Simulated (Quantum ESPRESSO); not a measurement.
## NiO under changes of volume

One of the cells (9.076 Å³/atom); the others are scaled copies at fixed shape and fractional positions:

```xyz
2
Lattice="0.0000 2.0859 2.0859 2.0859 0.0000 2.0859 2.0859 2.0859 0.0000" Properties=species:S:1:pos:R:3 pbc="T T T"
Ni    0.0000    0.0000    0.0000
O     2.0859    2.0859    2.0859
```

| Property | Result |
| --- | --- |
| Program | Quantum ESPRESSO 7.5 |
| Functional | LDA |
| Potentials or basis | GBRV 1.5 LDA |
| Cutoff | 612 eV |
| Density cutoff | 4898 eV |
| k mesh | 11 × 11 × 11 |
| Occupations | fermi-dirac, width 0.05 eV |
| Spin | collinear spin, ferromagnetic start |
| Starting moments | [1.0, 0.0] μB |

```tsv
volume (Å³/atom)	energy over the lowest point (meV/atom)	pressure (GPa)
8.531	0.00	-6.9
8.713	10.26	-11.6
8.894	25.53	-15.7
9.076	45.12	-19.3
9.257	68.58	-22.5
9.439	95.50	-25.4
9.620	?	?
```

Q: What does the run at 9.620 Å³/atom give?

A: Energy over the lowest point 125.40 meV/atom; pressure -27.8 GPa.

Worked out: A Birch-Murnaghan fit of order 3 (a polynomial in V^(-2/3)) to the other rows has its minimum at 8.31 Å³/atom, just outside them, with B0 = V·E''(V) = 267 GPa and B' = 4.8. It gives 125.26 meV/atom at 9.620 Å³/atom, against the run's 125.40, and -dE/dV = -27.5 GPa, against -27.8.

Energies are extrapolated to zero smearing.
